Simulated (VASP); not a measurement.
# A VASP 6.6.1 single-point calculation on NaCl

INCAR

```
NBANDS = 14
ISIF = 2
LCHARG = .FALSE.
LREAL = .FALSE.
SIGMA = 0.01
NELM = 120
LASPH = .TRUE.
LWAVE = .FALSE.
ISMEAR = 0
ENCUT = 520
BMIX = 0.5
IBRION = -1
GGA = CA
PREC = Accurate
NSW = 0
EDIFF = 1E-7
```

KPOINTS

```
KPOINTS created by Atomic Simulation Environment
0
Gamma
8 8 8
0 0 0
```

POSCAR

```
Na Cl
 1.0000000000000000
    -0.0000000000000000    2.8026988166785491    2.8026988166785491
     2.8026988166785491    0.0000000000000000    2.8026988166785491
     2.8026988166785491    2.8026988166785491    0.0000000000000000
 Na  Cl
   1   1
Cartesian
  0.0000000000000000 -0.0000000000000000  0.0000000000000000
  2.8026988166785491  2.8026988166785491  2.8026988166785491
```

The recommended LDA PAW datasets give the neutral cell 14 valence electrons.

Command

```
mpirun -np 1 vasp_std
```

Problem. Predict the outcome of this run.

Solution. It converged. Results: gap between bands v and c on the k mesh 4.77 eV; least direct gap on the k mesh 4.77 eV; pressure -2.1 GPa. Band v is the last that the valence electrons fill when counted band by band, and c is the next.

OSZICAR

```
N       E                     dE             d eps       ncg     rms          rms(c)
DAV:   1     0.992129250243E+02    0.99213E+02   -0.70305E+03   812   0.977E+02
DAV:   2     0.231319809770E+00   -0.98982E+02   -0.91227E+02   918   0.274E+02
DAV:   3    -0.744670266858E+01   -0.76780E+01   -0.76356E+01  1022   0.700E+01
DAV:   4    -0.756209222463E+01   -0.11539E+00   -0.11534E+00   998   0.926E+00
DAV:   5    -0.756445211092E+01   -0.23599E-02   -0.23598E-02  1040   0.135E+00    0.204E+00
DAV:   6    -0.737822555000E+01    0.18623E+00   -0.36604E-01   992   0.383E+00    0.153E+00
DAV:   7    -0.736914529977E+01    0.90803E-02   -0.25472E-02  1134   0.101E+00    0.103E+00
DAV:   8    -0.736779155906E+01    0.13537E-02   -0.50583E-03   956   0.647E-01    0.289E-01
DAV:   9    -0.736763738796E+01    0.15417E-03   -0.24779E-04  1046   0.111E-01    0.105E-01
DAV:  10    -0.736763228284E+01    0.51051E-05   -0.52739E-05   908   0.417E-02    0.485E-03
DAV:  11    -0.736763209162E+01    0.19122E-06   -0.11796E-06  1082   0.972E-03    0.228E-03
DAV:  12    -0.736763210052E+01   -0.88935E-08   -0.83367E-08   780   0.270E-03
   1 F= -.73676321E+01 E0= -.73676321E+01  d E =-.148985E-12
```

For comparison, a separate LDA run of the intended cell, on usual settings and not on those above, gives a gap of 4.77 eV on its mesh and a pressure of -2.1 GPa.
